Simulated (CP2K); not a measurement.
The system is Sb.

```xyz
2
Lattice="3.1224 0.0000 0.0000 0.0000 4.3475 0.0000 -0.0389 0.0000 4.4059" Properties=species:S:1:pos:R:3 pbc="T T T"
Sb    0.0262    1.0869    1.0625
Sb    3.0573    3.2606    3.3433
```

This isn't the form of Sb at room conditions, which is rhombohedral.

Base run:

```yaml
Program: CP2K 2026.2
Functional: PBE
Potentials_or_basis: POTENTIAL_UZH Sb GTH-PBE-q5; ccGRB-D basis
Density_cutoff: 6123 eV
k_mesh: 9 × 6 × 6
Occupations: fermi-dirac, width 0.05 eV
Spin: no spin polarisation
```

Its results: band gap on the k mesh none (metal or under the smearing width); pressure 2.6 GPa; largest force 0.102 eV/Å.

The run is repeated on the same cell with these changes: potentials or basis from POTENTIAL_UZH Sb GTH-PBE-q5; ccGRB-D basis to POTENTIAL_UZH Sb GTH-PBE-q5; DZVP-MOLOPT-PBE-GTH basis; basis sets from Sb ccGRB-D-q5 to Sb DZVP-MOLOPT-PBE-GTH-q5. What comes out?

Band gap on the k mesh none (metal or under the smearing width); pressure 1.6 GPa; largest force 0.072 eV/Å.

Caveats: the basis of atomic orbitals isn't converged, which shifts pressures, moduli and gaps.
